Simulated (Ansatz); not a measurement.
Bands of HfC

```
Hf C
1.0
     0.00000    2.52202    2.52202
     2.52202    0.00000    2.52202
     2.52202    2.52202    0.00000
Hf C
1 1
Direct
  0.00000 0.00000 0.00000
  0.25000 0.25000 0.25000
```

Atoms are numbered in the order listed.

The cell was built from the zincblende type and relaxed in the same program, and has space group F-43m; it needn't be a known or the stable phase.

No spin–orbit coupling, which matters for the heavy atoms here.

The calculation used DFT, PBE, all-electron LAPW, scalar-relativistic (Ansatz 0.2.0).

The runs use a Γ-centred 11×11×11 k mesh, Fermi–Dirac smearing of 0.08 eV, basis error target 1 meV/atom, no spin polarisation.

Points in fractions of the reciprocal vectors of this cell: Γ (0, 0, 0), X (-0.5, -0.5, 0), U (-0.375, -0.375, 0.25), K (-0.375, 0, 0.375), L (0, 0, 0.5), W (-0.5, -0.25, 0.25). The path joins them by straight lines in the order Γ–X–U–K–Γ–L–W–X; legs that retrace an earlier one aren't tabulated. Energies are in eV from the top of the valence band.

(1) Is there a gap, and where are the band edges?

(2) List the levels between -14 and 5.5 eV at the symmetry points.

Results:

(1) 0.29 eV, direct at W (-0.5, -0.25, 0.25) (so small a gap may close at points that the mesh and path miss).

(2) 
Γ: -11.34, -11.00 (×3), -10.96 (×3), -10.29, -2.25 (×3), 3.30, 3.60 (×2)
X: -11.02, -10.99 (×3), -10.98 (×3), -8.34, -4.10, -0.06 (×2), 0.49, 4.40, 5.25
U: -11.03, -11.00, -10.99, -10.98 (×2), -10.97 (×2), -8.38, -3.33, -1.12, -0.56, 0.67, 4.04, 4.43
K: -11.03, -11.00, -10.99, -10.98 (×2), -10.97 (×2), -8.38, -3.33, -1.12, -0.56, 0.67, 4.04, 4.43
L: -11.07, -11.00 (×2), -10.98, -10.97 (×2), -10.96, -8.91, -2.97, -1.66 (×2), 3.91, 4.34 (×2)
W: -11.02, -11.00, -10.99, -10.98 (×3), -10.97, -8.33, -2.81, -1.96, 0.00, 0.29, 3.53, 5.07
